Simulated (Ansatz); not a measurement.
## Nb (fcc): energy against volume

Method: Ansatz, DFT, RPBE, plane waves (420 eV) with PAW, scalar-relativistic. (PAW data from PBE, frozen cores regenerated.)

The cell is scaled uniformly from the relaxed one, with fractional coordinates and shape fixed. Energies are extrapolated to zero smearing, pressures are those at the given smearing. Magnetic state: spin not included.

A Birch-Murnaghan fit gives V₀ = 19.09 Å³/atom, B₀ = 156 GPa, B₀′ = 3.6.

What are the energy above the minimum and the pressure at 19.886 Å³/atom?

15.3 meV/atom and -5.79 GPa as computed.

What are the energy above the minimum and the pressure at 20.651 Å³/atom?

55.4 meV/atom and -10.48 GPa as computed.

What are the energy above the minimum and the pressure at 21.416 Å³/atom?

115.9 meV/atom and -14.35 GPa as computed.
